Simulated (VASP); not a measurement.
# SnTe (Fm-3m) in VASP: relaxation of cell and atoms with r2SCAN

Aim: the relaxation of cell and atoms of SnTe with r2SCAN.

Program: VASP 6.6.1. These are calculated values, not measurements. Logs are shortened: lines on timing, memory, paths and dates and some standing lists are left out, and cuts for length are marked.

### Step 1. The structure

The structure is cubic, space group Fm-3m (No. 225). Conventional cell: a = 6.302 Å, b = 6.302 Å, c = 6.302 Å, α = 90.00°, β = 90.00°, γ = 90.00°. Sn (site symmetry m-3m) is surrounded by 6 Te at 3.15 Å. Te (site symmetry m-3m) is surrounded by 6 Sn at 3.15 Å.

### Step 2. Relaxation of cell and atoms, r2SCAN

INCAR reads:

```
PREC     = Accurate       # precision mode
ENCUT    = 600            # plane-wave cutoff, eV
EDIFF    = 1E-7           # SCF threshold, eV
ISMEAR   = 0              # smearing method
SIGMA    = 0.1            # smearing width, eV
LREAL    = False          # projectors in reciprocal space
LASPH    = True           # aspherical terms in the spheres
NELM     = 100            # most SCF steps
ALGO     = Normal         # electronic algorithm
ISIF     = 3              # what is computed and relaxed
LWAVE    = False          # write WAVECAR
LCHARG   = False          # write CHGCAR
METAGGA  = R2SCAN         # meta-GGA
LMIXTAU  = True         
IBRION   = 2              # ionic algorithm
NSW      = 80             # ionic steps
EDIFFG   = -0.004         # ionic threshold
```

KPOINTS reads:

```
Automatic mesh
0
Gamma
  10 10 10
```

POSCAR reads:

```
SnTe
1.0
    0.0000000000      3.1508500000      3.1508500000
    3.1508500000      0.0000000000      3.1508500000
    3.1508500000      3.1508500000      0.0000000000
Sn Te
1 1
Direct
    0.0000000000      0.0000000000      0.0000000000
    0.5000000000      0.5000000000      0.5000000000
```

Potentials or basis: VASP PAW PBE potentials, release 64 (Sn_d, Te).

On the command line:

```
> cat potpaw_PBE.64/Sn_d/POTCAR potpaw_PBE.64/Te/POTCAR > POTCAR
> mpirun -np 1 vasp_std > vasp.out
```

OUTCAR:

```text
PREC = Accurate
   ENCUT = 600
   EDIFF = 1E-7
   ISMEAR = 0
   LREAL = False
   LASPH = True
   NELM = 100
   ISIF = 3
   METAGGA = R2SCAN
   IBRION = 2
   NSW = 80
   EDIFFG = -0.004

 ion  position               nearest neighbor table
   1  0.000  0.000  0.000-   2 3.15   2 3.15   2 3.15   2 3.15   2 3.15   2 3.15
   2  0.500  0.500  0.500-   1 3.15   1 3.15   1 3.15   1 3.15   1 3.15   1 3.15

  LATTYP: Found a face centered cubic cell.
 ALAT       =     6.3017000000

  Lattice vectors:

 A1 = (   0.0000000000,   3.1508500000,   3.1508500000)
 A2 = (   3.1508500000,   0.0000000000,   3.1508500000)
 A3 = (   3.1508500000,   3.1508500000,   0.0000000000)

Analysis of symmetry for initial positions (statically):
=====================================================================
 Subroutine PRICEL returns:
 Original cell was already a primitive cell.

 Routine SETGRP: Setting up the symmetry group for a
 face centered cubic supercell.

 Subroutine GETGRP returns: Found 48 space group operations
 (whereof 48 operations were pure point group operations)
 out of a pool of 48 trial point group operations.

The static configuration has the point symmetry O_h .

Analysis of symmetry for dynamics (positions and initial velocities):
=====================================================================
 Subroutine PRICEL returns:
 Original cell was already a primitive cell.

 Routine SETGRP: Setting up the symmetry group for a
 face centered cubic supercell.

 Subroutine GETGRP returns: Found 48 space group operations
 (whereof 48 operations were pure point group operations)
 out of a pool of 48 trial point group operations.

The dynamic configuration has the point symmetry O_h .

 Subroutine INISYM returns: Found 48 space group operations
 (whereof 48 operations are pure point group operations),
 and found     1 'primitive' translations

----------------------------------------------------------------------------------------

                                     Primitive cell

  volume of cell :      62.5624

  direct lattice vectors                    reciprocal lattice vectors
     0.000000000  3.150850000  3.150850000    -0.158687338  0.158687338  0.158687338
     3.150850000  0.000000000  3.150850000     0.158687338 -0.158687338  0.158687338
     3.150850000  3.150850000  0.000000000     0.158687338  0.158687338 -0.158687338

  length of vectors
     4.455974803  4.455974803  4.455974803     0.274854533  0.274854533  0.274854533

  position of ions in fractional coordinates (direct lattice)
     0.000000000  0.000000000  0.000000000
     0.500000000  0.500000000  0.500000000

  ion indices of the primitive-cell ions
   primitive index   ion index
                 1           1
                 2           2

----------------------------------------------------------------------------------------

[... 72 lines left out ...]
   NSW    =     80    number of steps for IOM
   IBRION =      2    ionic relax: 0-MD 1-quasi-New 2-CG
   NFREE  =      1    steps in history (QN), initial steepest desc. (CG)
   ISIF   =      3    stress and relaxation
   ISYM   =      2    0-nonsym 1-usesym 2-fastsym
   POTIM  = 0.5000    time-step for ionic-motion
   TEBEG  =    0.0;   TEEND  =   0.0 temperature during run
   PSTRESS=    0.0 pullay stress
   NELECT =      20.0000    total number of electrons
   NUPDOWN=      -1.0000    fix difference up-down
   EMIN   =  10.00;   EMAX   =-10.00  energy-range for DOS
   EFERMI =   0.00;   METHOD = LEGACY
   ISMEAR =     0;   SIGMA  =   0.10  broadening in eV -4-tet -1-fermi 0-gaus
   EFERMI_NEDOS =   21; number of points for ismear=-14 and -15
   IALGO  =     38    algorithm
   IMIX   =      4    mixing-type and parameters
     AMIX     =   0.40;   BMIX     =  1.00
     AMIX_MAG =   1.60;   BMIX_MAG =  1.00
  volume/ion in A,a.u.               =      31.28       211.10
  Fermi-wavevector in a.u.,A,eV,Ry     =   1.119387  2.115336 17.048485  1.253028
  Thomas-Fermi vector in A             =   2.256026
   LORBIT       =      0    0 simple, 1 ext, 2 COOP (PROOUT), +10 PAW based schemes
   METAGGA = R2SCAN    functional components
   LHFCALC =     F    Hartree Fock is set to
   AEXX    =    0.0000 exact exchange contribution
   IVDW    =     0    specifies the selected vdW correction
   LEPSILON=     F    determine dielectric tensor
   LRPA    =     F    only Hartree local field effects (RPA)
 conjugate gradient relaxation of ions
 non-spin polarized calculation
 Gauss-broadening in eV      SIGMA  =   0.10
  energy-cutoff  :      600.00
  volume of cell :       62.56
 maximum number of plane-waves:      2108
   NGX = 17   NGY = 17   NGZ = 17

--------------------------------------- Ionic step        1  -------------------------------------------

 number of electron      19.9999998 magnetization

 Free energy of the ion-electron system (eV)
  ---------------------------------------------------
  ext. energy  EPLUGINS =         0.00000000
  ---------------------------------------------------
  free energy    TOTEN  =       -50.68011088 eV

  energy without entropy =      -50.67964835  energy(sigma->0) =      -50.67987962

 E-fermi :   7.1224     XC(G=0): -10.0677

 val. band max:        7.1081510248   @ k =   0.5000   0.0000   0.0000
 cond. band min:       7.1391926140   @ k =   0.5000   0.0000   0.0000
 fundamental gap:      0.0310415892
 Fermi energy:         7.1224098230

 k-point     1 :       0.0000    0.0000    0.0000
  band No.  band energies     occupation
      1     -15.7395      2.00000
      2     -15.7395      2.00000
      3     -15.7285      2.00000
      4     -15.7285      2.00000
      5     -15.7285      2.00000
      6      -6.4822      2.00000
      7       2.2858      2.00000
      8       4.5290      2.00000
      9       4.5290      2.00000
     10       4.5290      2.00000
     11      10.4585      0.00000
     12      10.4585      0.00000
     13      10.4585      0.00000
     14      11.9833      0.00000
[... 462 lines left out ...]
--------------------------------------- Ionic step        3  -------------------------------------------

 number of electron      20.0000002 magnetization

 Free energy of the ion-electron system (eV)
  ---------------------------------------------------
  ext. energy  EPLUGINS =         0.00000000
  ---------------------------------------------------
  free energy    TOTEN  =       -50.68998737 eV

  energy without entropy =      -50.68969704  energy(sigma->0) =      -50.68984221

 E-fermi :   6.6771     XC(G=0):  -9.9097

 val. band max:        6.6105766593   @ k =   0.5000   0.0000   0.0000
 cond. band min:       6.7436711509   @ k =   0.5000   0.0000   0.0000
 fundamental gap:      0.1330944916
 Fermi energy:         6.6770947526

 k-point     1 :       0.0000    0.0000    0.0000
  band No.  band energies     occupation
      1     -16.1399      2.00000
      2     -16.1399      2.00000
      3     -16.1311      2.00000
      4     -16.1311      2.00000
      5     -16.1311      2.00000
      6      -6.6410      2.00000
      7       1.7336      2.00000
      8       4.2138      2.00000
      9       4.2138      2.00000
     10       4.2138      2.00000
     11       9.9734      0.00000
     12       9.9734      0.00000
     13       9.9734      0.00000
     14      11.6367      0.00000
[... 420 lines left out ...]
  FREE ENERGIE OF THE ION-ELECTRON SYSTEM (eV)
  ---------------------------------------------------
  free  energy   TOTEN  =       -50.6899873740 eV

  energy  without entropy=      -50.6896970432  energy(sigma->0) =      -50.68984221

 reached required accuracy - stopping structural energy minimisation
```

OSZICAR:

```text
N       E                     dE             d eps       ncg     rms          rms(c)
DAV:   1     0.867555421079E+02    0.86756E+02   -0.10683E+04  1322   0.185E+03
DAV:   2    -0.423218192890E+02   -0.12908E+03   -0.12648E+03  1364   0.403E+02
[... 44 lines left out ...]
DAV:   8    -0.506899817960E+02   -0.13548E-04   -0.41326E-05  1316   0.730E-02    0.486E-03
DAV:   9    -0.506899830395E+02   -0.12436E-05   -0.11082E-05  1328   0.429E-02    0.278E-03
DAV:  10    -0.506899870292E+02   -0.39897E-05   -0.13946E-06  1352   0.188E-02    0.162E-03
DAV:  11    -0.506899866460E+02    0.38322E-06   -0.19057E-07  1016   0.709E-03    0.971E-04
DAV:  12    -0.506899873220E+02   -0.67595E-06   -0.33144E-07  1316   0.904E-03    0.774E-04
DAV:  13    -0.506899873740E+02   -0.52062E-07   -0.28045E-08   658   0.278E-03
   3 F= -.50689987E+02 E0= -.50689842E+02  d E =-.987650E-02
```

CONTCAR:

```text
SnTe
   1.00000000000000
     0.0000000000000000    3.1855224431759313    3.1855224431759313
     3.1855224431759313    0.0000000000000000    3.1855224431759313
     3.1855224431759313    3.1855224431759313   -0.0000000000000000
  Sn              Te
     1     1
Direct
     0.0000000000000000    0.0000000000000000    0.0000000000000000
     0.5000000000000000    0.5000000000000000    0.5000000000000000

  0.00000000E+00  0.00000000E+00  0.00000000E+00
  0.00000000E+00  0.00000000E+00  0.00000000E+00
```

Wall time 7.7 min (1 thread of Intel Xeon Platinum 8488C (Sapphire Rapids), shared host); peak memory 0.27 GiB.

Results:

* Free energy: -50.6900 eV
* Relaxed volume: 32.33 Å³/atom
* Relaxed cell: a = 4.505 Å, b = 4.505 Å, c = 4.505 Å, α = 60.00°, β = 60.00°, γ = 60.00°
* Space group after relaxing (to 0.05 Å): Fm-3m (No. 225)
* Energy gained by relaxing: 4.9 meV/atom
* Ionic steps: 3
* Pressure after relaxing: 0.0 GPa
* Band gap on the k mesh: 0.13 eV, direct

The path:
```
step  energy change (eV)  largest force (eV/Å)  pressure (GPa)  volume (Å³)
   1              0.0000                0.0000            1.56        62.56
   2             -0.0088                0.0000           -0.47        65.36
   3             -0.0099                0.0000            0.01        64.65
```

Final structure:
```yaml
crystal:
  lattice:
    - [0.00000, 3.18552, 3.18552]
    - [3.18552, 0.00000, 3.18552]
    - [3.18552, 3.18552, 0.00000]
  atoms:
    - { symbol: Sn, position: [0.00000, 0.00000, 0.00000] }
    - { symbol: Te, position: [0.50000, 0.50000, 0.50000] }
```

Levels at points of the mesh, in eV from the valence-band top:
| k point | band 6 | band 7 | band 8 | band 9 | band 10 | band 11 | band 12 | band 13 | band 14 |
| --- | --- | --- | --- | --- | --- | --- | --- | --- | --- |
| (0.00, 0.00, 0.00) | -13.25 | -4.88 | -2.40 | -2.40 | -2.40 | 3.36 | 3.36 | 3.36 | 5.03 |
| (0.50, 0.00, 0.00) | -11.97 | -8.63 | -2.04 | -2.04 | 0.00 | 0.13 | 0.33 | 0.33 | 8.13 |
| (0.50, 0.50, 0.00) | -11.68 | -6.74 | -5.74 | -3.96 | -3.96 | 2.44 | 4.95 | 4.95 | 6.46 |

Caveat: the PAW data sets were made with another functional, which shifts forces and pressure a little; spin-orbit coupling is left out, which moves the levels of the heavy elements.
